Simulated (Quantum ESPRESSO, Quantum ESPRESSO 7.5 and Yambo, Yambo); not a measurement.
**Quasiparticle gap of P (puckered monolayer) in Yambo**

How does a plane-wave GW calculation on P (puckered monolayer) run from the first input to the gap?

Method: PBE and many-body steps on it, plane waves, in Quantum ESPRESSO 7.5 and Yambo 5.3.0.

**Experimental background.**

- Gap 1.7 eV: optical gap from reflectance; reflectance microscopy; 77 K; monolayer (“High Yield Growth and Doping of Black Phosphorus with Tunable Electronic Properties”, 2020, arxiv:2007.09381).

- Gap 1.75 ± 0.04 eV: optical gap, 1L, PL exciton peak; photoluminescence; 263 K; monolayer (mechanically exfoliated monolayer on 275 nm SiO2/Si, nitrogen flow) on SiO2/Si (“Optical Tuning of Exciton and Trion Emissions in Monolayer Phosphorene”, 2015, arxiv:1504.06386).

- Gap 2.2 eV: quasiparticle gap; monolayer (quoted in “Experimental evidence of monolayer arsenene: An exotic two-dimensional semiconducting material”, 2018, arxiv:1812.05978).

- Gap 1 eV: monolayer transport gap from transistor characteristics; field-effect transistor transfer characteristics; monolayer (quoted in “Exceptional and Anisotropic Transport Properties of Photocarriers in Black Phosphorus”, 2015, arxiv:1503.08525).

- Gap 1.991 ± 0.036 eV: optical gap, neutral exciton PL emission energy (mean over flakes); low-temperature micro-photoluminescence; monolayer (exfoliated flakes on Si with 300 nm SiO2) on SiO2/Si (“Excitons in atomically thin black phosphorus”, 2016, arxiv:1601.01110).

This is a selection; 2 further reports are not listed.

Most raw output is cut from this account.

### Step 1. The starting structure

The cell holds 4 atoms: 4 P. Cell: a = 4.627 Å, b = 3.304 Å, c = 14.000 Å, α = 90.0°, β = 90.0°, γ = 90.0°. Vacuum lies along c.

The structure was relaxed with PBE. The runs that relaxed it are not among those shown.

### Step 2. Ground state

This step: Quantum ESPRESSO 7.5; DFT, PBE, plane waves, norm-conserving pseudopotentials.

The ground-state density comes first.

The input, pw.in:

```
&control
  calculation = 'scf'
  prefix = 'x'
  outdir = 'o'
  pseudo_dir = 'pseudo'
/
&system
  ibrav = 0
  nat = 4
  ntyp = 1
  ecutwfc = 36.0
  nbnd = 16
  force_symmorphic = .true.
/
&electrons
  conv_thr = 1e-10
  electron_maxstep = 80
  mixing_beta = 0.5
/
ATOMIC_SPECIES
  P 30.974 P.upf
CELL_PARAMETERS angstrom
  4.6271599610 0.0000000000 0.0000000000
  0.0000000000 3.3043513570 0.0000000000
  0.0000000000 0.0000000000 14.0000000000
ATOMIC_POSITIONS crystal
  P 0.0887696193 0.0000000000 0.5752654040
  P 0.4112303807 0.5000000000 0.5752654040
  P 0.5887696193 0.5000000000 0.4247346300
  P 0.9112303807 0.0000000000 0.4247346300
K_POINTS automatic
  8 10 1 0 0 0
```

Launch:

```sh
> OMP_NUM_THREADS=1 mpirun -n 8 pw.x -nk 8 -in pw.in > pw.out
```

The job ended after 83 s (8 MPI ranks of Arm Neoverse V1, shared host; peak memory 0.58 GiB).

Numbers from this step:

```
total energy               : -753.6752 eV
gap                        : 0.9076 eV
k of the valence top       : 0, 0, 0
k of the conduction bottom : 0, 0, 0
least direct gap           : 0.9076 eV
```

The gap is direct, at Γ.

### Step 3. Bands along the symmetry lines

Levels along a band path, at the cheap level, show where the edges lie and whether the meshes to come will hold them.

The input, pw.in:

```
&control
  calculation = 'bands'
  prefix = 'x'
  outdir = 'o'
  pseudo_dir = 'pseudo'
/
&system
  ibrav = 0
  nat = 4
  ntyp = 1
  ecutwfc = 36.0
  nbnd = 16
  force_symmorphic = .true.
/
&electrons
  conv_thr = 1e-9
  electron_maxstep = 80
  diago_full_acc = .true.
  diago_thr_init = 5e-6
/
ATOMIC_SPECIES
  P 30.974 P.upf
CELL_PARAMETERS angstrom
  4.6271599610 0.0000000000 0.0000000000
  0.0000000000 3.3043513570 0.0000000000
  0.0000000000 0.0000000000 14.0000000000
ATOMIC_POSITIONS crystal
  P 0.0887696193 0.0000000000 0.5752654040
  P 0.4112303807 0.5000000000 0.5752654040
  P 0.5887696193 0.5000000000 0.4247346300
  P 0.9112303807 0.0000000000 0.4247346300
K_POINTS crystal
  33
  0.00000000 0.00000000 0.00000000 1
  0.06250000 0.00000000 0.00000000 1
  0.12500000 0.00000000 0.00000000 1
  0.18750000 0.00000000 0.00000000 1
  0.25000000 0.00000000 0.00000000 1
  0.31250000 0.00000000 0.00000000 1
  0.37500000 0.00000000 0.00000000 1
  0.43750000 0.00000000 0.00000000 1
  0.50000000 0.00000000 0.00000000 1
  0.50000000 0.06250000 0.00000000 1
  0.50000000 0.12500000 0.00000000 1
  0.50000000 0.18750000 0.00000000 1
  0.50000000 0.25000000 0.00000000 1
  0.50000000 0.31250000 0.00000000 1
  0.50000000 0.37500000 0.00000000 1
  0.50000000 0.43750000 0.00000000 1
  0.50000000 0.50000000 0.00000000 1
  0.43750000 0.50000000 0.00000000 1
  0.37500000 0.50000000 0.00000000 1
  0.31250000 0.50000000 0.00000000 1
  0.25000000 0.50000000 0.00000000 1
  0.18750000 0.50000000 0.00000000 1
  0.12500000 0.50000000 0.00000000 1
  0.06250000 0.50000000 0.00000000 1
  0.00000000 0.50000000 0.00000000 1
  0.00000000 0.43750000 0.00000000 1
  0.00000000 0.37500000 0.00000000 1
  0.00000000 0.31250000 0.00000000 1
  0.00000000 0.25000000 0.00000000 1
  0.00000000 0.18750000 0.00000000 1
  0.00000000 0.12500000 0.00000000 1
  0.00000000 0.06250000 0.00000000 1
  0.00000000 0.00000000 0.00000000 1
```

It took 25 s on 8 MPI ranks; peak memory 0.5 GiB.

This step gave:

* gap: 0.9076 eV
* k of the valence top: 0, 0, 0
* k of the conduction bottom: 0, 0, 0
* least direct gap: 0.9076 eV

The gap is 0.908 eV, as in the run before at this level.

Electronic bands along the path, in eV, zero at the top of the highest filled band:

| point | band 7 | band 8 | band 9 | band 10 | band 11 | band 12 | band 13 | band 14 |
| --- | --- | --- | --- | --- | --- | --- | --- | --- |
| Γ | -3.30 | -1.73 | -1.64 | 0.00 | 0.91 | 1.64 | 2.65 | 3.29 |
| halfway | -3.08 | -1.94 | -1.37 | -0.72 | 1.85 | 2.10 | 2.16 | 3.21 |
| X | -2.51 | -2.51 | -1.26 | -1.26 | 2.08 | 2.08 | 3.63 | 3.63 |
| halfway | -2.74 | -2.74 | -1.46 | -1.46 | 2.71 | 2.71 | 3.64 | 3.64 |
| S | -4.55 | -4.55 | -1.10 | -1.10 | 2.39 | 2.39 | 3.80 | 3.80 |
| halfway | -3.64 | -3.64 | -1.29 | -1.29 | 1.66 | 1.66 | 3.08 | 3.08 |
| Y | -2.69 | -2.69 | -1.93 | -1.93 | 1.23 | 1.23 | 2.17 | 2.17 |
| halfway | -3.84 | -3.09 | -1.59 | -0.41 | 1.28 | 1.56 | 3.36 | 3.50 |
| Γ | -3.30 | -1.73 | -1.64 | 0.00 | 0.91 | 1.64 | 2.65 | 3.29 |

### Step 4. Empty states on the mesh, 4×6×1 mesh, 70 bands

The sums over transitions need many empty states on a uniform mesh; this step solves for them.

The input, pw.in:

```
&control
  calculation = 'nscf'
  prefix = 'x'
  outdir = 'o'
  pseudo_dir = 'pseudo'
/
&system
  ibrav = 0
  nat = 4
  ntyp = 1
  ecutwfc = 36.0
  nbnd = 70
  force_symmorphic = .true.
/
&electrons
  conv_thr = 1e-9
  electron_maxstep = 80
  diago_full_acc = .true.
  diago_thr_init = 5e-6
/
ATOMIC_SPECIES
  P 30.974 P.upf
CELL_PARAMETERS angstrom
  4.6271599610 0.0000000000 0.0000000000
  0.0000000000 3.3043513570 0.0000000000
  0.0000000000 0.0000000000 14.0000000000
ATOMIC_POSITIONS crystal
  P 0.0887696193 0.0000000000 0.5752654040
  P 0.4112303807 0.5000000000 0.5752654040
  P 0.5887696193 0.5000000000 0.4247346300
  P 0.9112303807 0.0000000000 0.4247346300
K_POINTS automatic
  4 6 1 0 0 0
```

Launch:

```sh
> OMP_NUM_THREADS=1 mpirun -n 8 pw.x -nk 4 -in pw.in > pw.out
```

It took 43 s on 8 MPI ranks; peak memory 0.49 GiB.

This step gave:

* gap: 0.9076 eV
* k of the valence top: 0, 0, 0
* k of the conduction bottom: 0, 0, 0
* least direct gap: 0.9076 eV
* k points computed: 12
* lowest point of the top converged band, above the valence top: 22.67 eV

On this mesh the gap is 0.908 eV.

### Step 5. Conversion and set-up

This step: Yambo 5.3.0; conversion and set-up on PBE, plane waves, norm-conserving pseudopotentials.

The states are converted to the many-body program's format and the q mesh is built.

Launch:

```sh
> (cd o/x.save; p2y > p2y.log; mv SAVE ../..); yambo > setup.log
```

Elapsed: 4.6 s, on 1 MPI rank; peak memory 0.24 GiB.

### Step 6. Screening and self-energy, 4×6×1 mesh, 70 bands, screening to 88.4 eV

Now the one-shot GW correction: screening in the RPA, then the self-energy of the levels asked for.

This step: G0W0 on PBE, plane waves, norm-conserving pseudopotentials.

The input, gw1.in:

```
HF_and_locXC
gw0
dyson
ppa
em1d
rim_cut
rim_w
RandQpts= 3000000
RandGvec= 100 RL
CUTGeo= "slab z"
RandGvecW= 9 RL
EXXRLvcs= 36 Ry
VXCRLvcs= 144 Ry
Chimod= "HARTREE"
% BndsRnXp
 1 | 70 |
%
NGsBlkXp= 6.5 Ry
% LongDrXp
 1 | 1 | 0 |
%
% GbndRnge
 1 | 70 |
%
DysSolver= "n"
ExtendOut
PPAPntXp= 27.21138 eV
% QPkrange
 1 | 1 | 9 | 12 |
%
```

Launch:

```sh
> OMP_NUM_THREADS=2 mpirun -n 4 yambo -F gw1.in -J gw1 -C gw1 > gw1.log
```

The job ended after 2.9 min (4 MPI ranks; peak memory 2.1 GiB).

Numbers from this step:

```
G0W0 gap on the points computed              : 1.954 eV
starting gap on the mesh                     : 0.9076 eV
k of the valence top                         : 0, 0, 0
k of the conduction bottom                   : 0, 0, 0
least direct G0W0 gap on the computed points : 1.954 eV
Z at the valence top                         : 0.7214
Z at the conduction bottom                   : 0.7298
```

The gap on the mesh goes from 0.91 eV to 1.95 eV, a correction of +1.05 eV.

Limits: finite bands, cutoff and mesh. v1 is the top filled band, c1 the lowest empty one. The levels before and after the correction (eV, zero at the valence-band top of each column):

|  | conduction bottom | valence top |
| --- | --- | --- |
| Kohn-Sham | 0.91 | 0.00 |
| G0W0 | 1.95 | 0.00 |

|  | level | energy (eV) |
| --- | --- | --- |
| Kohn-Sham | Γ v2 | -1.638 |
| Kohn-Sham | Γ v1 | 0.000 |
| Kohn-Sham | Γ c1 | 0.908 |
| Kohn-Sham | Γ c2 | 1.643 |
| G0W0 | Γ v2 | -1.865 |
| G0W0 | Γ v1 | 0.000 |
| G0W0 | Γ c1 | 1.954 |
| G0W0 | Γ c2 | 2.920 |

### Step 7. Where the time went

Times are wall times on the hardware named with each run. The host was busy with other work, so they are no guide to cost.

| step | time | share | memory (GiB) |
| --- | --- | --- | --- |
| ground state | 83 s | 25 % | 0.58 |
| bands along the symmetry lines | 25 s | 7 % | 0.5 |
| empty states on the mesh | 43 s | 13 % | 0.49 |
| conversion and set-up | 4.6 s | 1 % | 0.24 |
| screening and self-energy | 2.9 min | 53 % | 2.1 |

### Step 8. Summary of results

```
PBE gap              : 0.91 eV, direct
G0W0 gap on the mesh : 1.95 eV
GW settings          : 4×6×1 mesh, 70 bands, screening to 88.4 eV, Godby-Needs plasmon pole
known limits         : not at the basis limit
```

What this shows: G0W0 moves the gap on the mesh from 0.91 eV to 1.95 eV (+1.05 eV), with Z of 0.72 and 0.73 at the edges. Only 1 of the mesh's irreducible points was corrected, so a valley elsewhere could overtake. The dearest step here is «screening and self-energy». Against experiment, by G0W0@PBE: the direct gap of 1.95 eV lies +0.25 eV from the measured 1.7 eV (exciton, 77 K, 2020); the direct gap of 1.95 eV lies +0.20 eV from the measured 1.75 ± 0.04 eV (exciton, 263 K, on SiO2/Si, 2015); the gap of 1.95 eV lies −0.25 eV from the measured 2.2 eV (electronic, quoted 2018); the gap of 1.95 eV lies +0.95 eV from the measured 1 eV (transport, quoted 2015); the direct gap of 1.95 eV lies −0.04 eV from the measured 1.991 ± 0.036 eV (exciton, on SiO2/Si, 2016). An exciton line or allowed optical edge lies below the quasiparticle gap by the binding energy; a forbidden edge can push the onset above it. The computed sheet is free-standing; a substrate or cover screens it further and lowers both gap and binding, while the exciton line moves little. The calculation has static nuclei and no excitons; a measured gap holds zero-point and thermal motion, which mostly lowers it. Bands and cutoff are finite, so the gap is not at the basis limit. The miss can reach some tenths of an eV and take either sign; the mesh is an error of its own. In the G0W0 run levels were corrected at 1 k point alone, so a gap called «on the mesh» is the least over those, and an edge elsewhere would be missed.

[Paths, hosts, dates, memory and timing lines, banners, echoed tables and standing remarks are left out of the program output.]

[Logs are printed without paths, hosts, clocks, repeated set-up lines and the standing remarks that a program may print on its own settings, such as how far it seeks lower states.]

[Runs of the session that timed out or met a known fault of the program may be left out.]

[Hosts, paths, dates, database ids (printed as entryN), source tags and the programs' standing remarks are cut or masked in the printed files.]
